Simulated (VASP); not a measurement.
An input for VASP 6.6.1 (ZrB2):

The input run.py:

```python
from ase.calculators.vasp import Vasp
from ase.filters import FrechetCellFilter
from ase.io import read
from ase.optimize import BFGS

atoms = read('ZrB2.xyz')
calc = Vasp(
    directory='calc',
    pp='PBE',
    setups='materialsproject',
    prec='Accurate',
    encut=600,
    ediff=1e-07,
    ismear=-5,
    sigma=0.05,
    lreal=False,
    lasph=True,
    nelm=51,
    algo='Normal',
    isif=2,
    lwave=False,
    lcharg=False,
    magmom=[[0.0, 0.0, 0.0], [0.0, 0.0, 0.0], [0.0, 0.0, 0.0]],
    lorbit=11,
    lsorbit=True,
    gga_compat=False,
    lmaxmix=4,
    gga='91',
    kpts=[7, 7, 6],
    gamma=True,
    nbands=7,
)
atoms.calc = calc
opt = BFGS(FrechetCellFilter(atoms), trajectory='relax.traj')
converged = opt.run(fmax=0.01, steps=30)
print('converged:', converged)

print('energy (eV):', atoms.get_potential_energy())
print('free energy (eV):', atoms.get_potential_energy(force_consistent=True))
print('forces (eV/A):')
print(atoms.get_forces())
print('stress (eV/A^3, Voigt):', atoms.get_stress())
print('Fermi level (eV):', calc.get_fermi_level())
print('cell (A, degrees):', atoms.cell.cellpar())
print('volume (A^3):', atoms.get_volume())
print('scaled positions:')
print(atoms.get_scaled_positions())
```

Contents of ZrB2.xyz:

```xyz
3
Lattice="3.1700000000 0.0000000000 0.0000000000 -1.5850000000 2.7453005300 0.0000000000 0.0000000000 0.0000000000 3.5330000000" Properties=species:S:1:pos:R:3 pbc="T T T"
Zr     0.0021730350     -0.1809839374      0.0491722940
B      1.5805921150      0.9040686440      1.8696353360
B      0.0618165850      1.8461953893      1.7848821990
```

Potentials or basis: VASP PAW PBE potentials, release 64 (Zr_sv, B).

The run is started by

```console
$ python run.py
```

Task: How does this run end?

Result: The run stopped without a result. It printed:

Output:

```text
Traceback (most recent call last):
  ...
ValueError: The truth value of an array with more than one element is ambiguous. Use a.any() or a.all()
```
